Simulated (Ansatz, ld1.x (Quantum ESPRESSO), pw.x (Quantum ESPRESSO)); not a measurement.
# What a changed setting does to a pw.x run (fcc H)

Potential: norm-conserving Troullier–Martins (Kleinman–Bylander form), ld1.x (Quantum ESPRESSO) 7.5, PBE; core none, reference 1s1; waves: 2p channel at 0.35 Ry: rc 1.35 bohr; 1s (bound): rc 1.35 bohr; local part: the s channel; core correction: none.

The reference run (k-mesh 18³, cutoffs 45/180 Ry, Fermi–Dirac 0.01 Ry, mixing_beta 0.4, conv_thr 1e-9, no spin) gives 0.85 GPa at 2.975 Å³/atom, where all-electron LAPW gives -0.20 GPa. This run, with its own iteration cap, changes degauss to 0.005.

```
&control
  calculation='scf', prefix='x', pseudo_dir='./', outdir='./tmp', tstress=.true., disk_io='none'
/
&system
  ibrav=0, nat=1, ntyp=1, ecutwfc=45, ecutrho=180, nbnd=7,
  occupations='smearing', smearing='fd', degauss=0.005
/
&electrons
  conv_thr=1e-09, mixing_beta=0.4, electron_maxstep=50
/
ATOMIC_SPECIES
H 1.0 H.UPF
CELL_PARAMETERS angstrom
  0.00000000 1.14152561 1.14152561
  1.14152561 0.00000000 1.14152561
  1.14152561 1.14152561 0.00000000
ATOMIC_POSITIONS crystal
H 0.0000 0.0000 0.0000
K_POINTS automatic
18 18 18 0 0 0
```

```bash
pw.x < H.scf.in > H.scf.out
```

Q: How does the run end?

A: It converges in 3 iterations; the free energy moves by +2.2 meV/atom and the pressure by -0.10 GPa. In a metal, with Fermi–Dirac smearing, F lies below its zero-width value by a term in the square of the width.

```
Message from routine setup:
     using ibrav=0 with symmetry is DISCOURAGED, use correct ibrav instead
     lattice parameter (alat)  =       3.0507  a.u.
     unit-cell volume          =      20.0763 (a.u.)^3
     number of electrons       =         1.00
     number of Kohn-Sham states=            7
     kinetic-energy cutoff     =      45.0000  Ry
     charge density cutoff     =     180.0000  Ry
     scf convergence threshold =      1.0E-09
     Exchange-correlation= PBE
     number of k points=   195  Fermi-Dirac smearing, width (Ry)=  0.0050
     iteration #  1     ecut=    45.00 Ry     beta= 0.40
     total energy              =      -1.07349748 Ry
     estimated scf accuracy    <       0.00000494 Ry
     iteration #  2     ecut=    45.00 Ry     beta= 0.40
     total energy              =      -1.07350148 Ry
     estimated scf accuracy    <       0.00000187 Ry
     iteration #  3     ecut=    45.00 Ry     beta= 0.40
     the Fermi energy is     3.7738 ev
!    total energy              =      -1.07350160 Ry
     estimated scf accuracy    <          2.2E-10 Ry
     smearing contrib. (-TS)   =      -0.00010615 Ry
     The total energy is F=E-TS. E is the sum of the following terms:
     one-electron contribution =       0.63673768 Ry
     hartree contribution      =       0.01763381 Ry
     xc contribution           =      -0.66506429 Ry
     ewald contribution        =      -1.06270264 Ry
     convergence has been achieved in   3 iterations
          total   stress  (Ry/bohr**3)                   (kbar)     P=        7.58
     Message from routine punch:
     Nothing written, as per user request (disk_io='none')
```

The run took about 1.1 s on one core of a shared host (Neoverse-V1, 32 threads, 247 GiB, load 34).
